Reading one line of a band structure from another

Silicon can stack its atomic bilayers in other orders than diamond does. In the 12R polytype tabulated here the pattern repeats only after four bilayers, and then with a sideways shift, although every atom still has four neighbours at 2.365 Å. Such a long repeat ties different parts of the band structure together. Can levels on one line at the edge of the Brillouin zone therefore be worked out from those on another?

Kohn–Sham bands of 12R silicon (R-3m, 8 atoms per cell) along Γ–T–H₂, H₀–L–Γ–S₀ and S₂–F–Γ, computed with Ansatz 0.2.0 using scalar-relativistic PBE without spin polarization. The calculation used PAW, a 420 eV plane-wave cutoff, a 12×12×12 k mesh and Gaussian smearing of 0.02 eV.

```
row  band distance (1/Å)  level b2 from the Fermi level (eV)  level b1 from the Fermi level (eV)  level a1 from the Fermi level (eV)  level a2 from the Fermi level (eV)
  1                0.000                              -0.279                              -0.279                               0.913                               1.579
  2                0.071                              -0.309                              -0.309                               0.924                               1.438
  3                0.142                              -0.389                              -0.389                               0.952                               1.316
  4                0.212                              -0.495                              -0.495                               0.983                               1.236
  5                0.400                              -0.745                              -0.620                               1.481                               1.726
  6                0.706                              -1.523                              -1.486                               1.610                               1.758
  7                1.011                              -2.291                              -1.821                               1.553                               1.848
  8                1.316                              -2.579                              -2.382                               1.148                               1.438
  9                    ?                                   ?                                   ?                                   ?                                   ?
 10                    ?                                   ?                                   ?                                   ?                                   ?
 11                    ?                                   ?                                   ?                                   ?                                   ?
 12                1.943                              -1.937                              -1.898                               0.411                               0.527
 13                2.213                              -1.740                              -1.541                               0.673                               0.813
 14                2.482                              -1.018                              -0.887                               1.302                               1.515
 15                2.752                              -0.415                              -0.312                               1.044                               1.685
 16                3.054                              -0.799                              -0.551                               1.713                               2.040
 17                3.366                              -2.146                              -1.281                               1.838                               2.113
 18                3.679                              -2.472                              -2.290                               1.210                               1.488
 19                3.913                              -2.573                              -2.377                               1.087                               1.639
 20                4.066                              -2.682                              -2.489                               1.043                               2.032
 21                4.219                              -2.471                              -2.398                               1.209                               1.639
 22                4.371                              -2.373                              -1.723                               0.475                               1.191
 23                4.584                              -2.209                              -1.535                               0.299                               1.042
 24                4.857                              -1.466                              -1.192                               0.582                               1.061
 25                5.129                              -0.763                              -0.626                               1.410                               1.704
 26                5.402                              -0.279                              -0.279                               0.913                               1.579
```

At each wavevector, b1 and b2 are the highest and second highest filled levels, and a1 and a2 the lowest and second lowest empty ones. They are ranked by energy point by point, so a column can pass from one band to another. The highest filled level lies at Γ, at -0.279 eV, and the lowest empty level among the known rows is 0.299 eV in row 23, near the edge point F. The gap is therefore indirect. Its upper edge needn't lie on the path, and the k mesh of the same run has a slightly lower empty level, at 0.280 eV, away from the lines tabulated here. The size of the gap is less trustworthy than its indirect character, because PBE makes silicon's gap too small.

Rows 9 to 11 lie on the segment from the corner point H₀ to the edge midpoint L, about a fifth, a half and four fifths of the way along. Row 8 marks the start, since its point H₂ is equivalent to H₀ by symmetry, and row 12 lies just beyond L. Rows 19 to 22 run along a second segment, from S₂ to F. If a suitable symmetry-equivalent copy of one segment is taken, the two fall on the same line when seen along the stacking axis. They differ in the wavevector along that axis, by half a period.

A chain of identical atoms shows why this helps. If its cell is described as four atoms long, its single band is folded into four narrower pieces, and each piece runs from one level at the zone centre to another at the zone edge. The bilayers act in a similar way: diamond, with its shorter repeat, has fewer and wider pieces along the stacking direction. The analogy has a limit, because a chain has no sideways wavevector, and in the crystal that wavevector can reshape every piece.

The simplest use of folding is to place each level on the L line between the first and second levels found at the same sideways position on the F line:

L-line level = first F-line level + s × (second − first)

Here first and second mean a1 and a2 for empty levels, and b1 and b2 for filled ones. The share s is read from known rows at both ends of the segment and varied evenly in between. For a1 it is 0.11 at the corner and 0.19 at the midpoint; for b1 it is 0.03 and 0.47.

Take a1 in row 10, halfway along. Rows 20 and 21 are the nearest on the F line, 10/14 and 6/14 of its length from F, while row 10 is 7/14 from L. Mirror symmetry makes the levels even about F, so squared distances are used for the interpolation, and the weight of row 20 is (49 − 36)/(100 − 36) = 0.20. This gives 1.209 − 0.20 × 0.166 = 1.18 eV for the first level and 1.639 + 0.20 × 0.393 = 1.72 eV for the second. With s = 0.15, the estimate is 1.18 + 0.15 × 0.54 = 1.26 eV; the exact segment lengths change it to 1.25 eV.

The same steps give these forecasts:

Row 9: a1 = 1.17 ± 0.15 eV, b1 = -2.47 ± 0.15 eV
Row 10: a1 = 1.25 ± 0.20 eV, b1 = -2.45 ± 0.15 eV
Row 11: a1 = 0.73 ± 0.15 eV, b1 = -2.05 ± 0.15 eV

In words, a1 should stay high in rows 9 and 10, with its highest value in row 10, and drop only in row 11. Level b1 should be nearly flat in rows 9 and 10 and then rise. The error bars are judgements that allow for the coarse F line, for band crossings and for the assumed share.

The withheld rows as computed:

```
row  band distance (1/Å)  level b2 from the Fermi level (eV)  level b1 from the Fermi level (eV)  level a1 from the Fermi level (eV)  level a2 from the Fermi level (eV)
  9                1.436                              -2.418                              -2.232                               1.159                               1.339
 10                1.596                              -2.362                              -1.918                               0.876                               1.579
 11                1.756                              -2.145                              -1.824                               0.647                               0.936
```

Only two of the six values fall within their bars: a1 in rows 9 and 11. The expected plateaus are absent, as a1 falls and b1 rises at each step from row 9 to row 11. The worst misses are in row 10, where a1 is 0.38 eV lower than forecast and b1 is 0.53 eV higher. A plain straight line between rows 8 and 12 misses none of the six values by more than about 0.22 eV, so the folding model made the forecast worse overall. The printed output below lists both sets of estimates.

Row 10 shows which assumption broke. Its a1, at 0.876 eV, lies below a1 in both neighbouring F-line rows, and its b1, at -1.918 eV, lies above b1 in both. Halfway along, then, the L line is closer to the gap than the F line on both sides, whereas the model had placed it farther away. Unless the F line turns sharply between its printed rows, no share between zero and one could have repaired the forecast.

Folding itself survives this failure. On both lines a twofold rotation makes an isolated band level off along the stacking wavevector, so each line is a natural place for a maximum or a minimum. Symmetry doesn't decide which line gets which. The known rows near the midpoint put the F line closer to the gap, and the model carried that order along the whole segment.

Why the order changes can't be settled from these levels alone. Different folded bands may take over the ranks a1 and b1 along the way. A single band may also swap its high and low ends, because the coupling from one repeat of the stacking to the next depends on the sideways wavevector and may change sign, and in a simple chain that sign decides which end is lower. The spacing between a1 and a2 is uneven, at 0.18 eV in row 9, 0.70 eV in row 10 and 0.29 eV in row 11, but either cause could produce that. Following the wavefunctions from point to point, along the segment and along the stacking direction, would tell them apart.

The miss matters to anyone who wants to fill in a band structure from a few lines: the two ends of a segment don't fix the order in its middle, and one computed point there would have exposed the error.

Output of the analysis:

```
Share for a1 at the corner end: 0.1105
Share for a1 at the midpoint end: 0.1948
Share for b1 at the corner end: 0.02551
Share for b1 at the midpoint end: 0.4724
Gap from the printed known rows (eV): 0.578
Spacing a2 less a1 in row 12 near L (eV): 0.116
Spacing a2 less a1 in row 23 near F (eV): 0.743
Predicted a1 in rows 9, 10, 11 (eV, error bars 0.15, 0.20, 0.15): 9 1.166, 10 1.252, 11 0.7269
Computed a1 in rows 9, 10, 11 (eV): 9 1.159, 10 0.876, 11 0.647
Miss of a1, computed less predicted (eV): 9 -0.007014, 10 -0.3763, 11 -0.07986
Predicted b1 in rows 9, 10, 11 (eV, error bars 0.15 each): 9 -2.474, 10 -2.45, 11 -2.052
Computed b1 in rows 9, 10, 11 (eV): 9 -2.232, 10 -1.918, 11 -1.824
Miss of b1, computed less predicted (eV): 9 0.2424, 10 0.5316, 11 0.2277
Straight-line rival for a1 in rows 9, 10, 11 (eV): 9 0.9901, 10 0.7795, 11 0.5689
Straight-line rival for b1 in rows 9, 10, 11 (eV): 9 -2.278, 10 -2.14, 11 -2.002
Computed spacing a2 less a1 in rows 9, 10, 11 (eV): 9 0.18, 10 0.703, 11 0.289
```
